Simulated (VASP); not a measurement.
A run of VASP 6.6.1:

Contents of INCAR:

```
PREC = Accurate
ENCUT = 350
EDIFF = 1E-7
ISMEAR = 0
SIGMA = 0.1
LREAL = False
LASPH = True
NELM = 80
ALGO = Fast
ISIF = 3
LWAVE = False
LCHARG = False
GGA = PS
IBRION = 2
NSW = 80
EDIFFG = -0.002
PSTRESS = 120.0
```

File KPOINTS:

```
Automatic mesh
0
Gamma
  16 16 16
```

The input POSCAR:

```
Hf                                      
1.0
   -1.6299628795      1.6299628795      1.6299628795
    1.6299628795     -1.6299628795      1.6299628795
    1.6299628795      1.6299628795     -1.6299628795
  Hf            
     1
Direct
     0.0000000000000000    0.0000000000000000    0.0000000000000000
```

Potentials or basis: VASP PAW PBE potentials, release 64 (Hf_pv).

The run is started by

```bash
$ cat potpaw_PBE.64/Hf_pv/POTCAR > POTCAR
$ mpirun -np 1 vasp_std > vasp.out
```

Hardware: 1 thread of Intel(R) Xeon(R) 6975P-C (Granite Rapids), with other jobs on the host.

Question: How long does it take, and how much memory?

Answer: Run time: 21 s on 1 thread of Intel(R) Xeon(R) 6975P-C (Granite Rapids), on a shared host, peak memory 0.13 GiB. Counts: scf iterations 52, k points 145, ion steps 4.
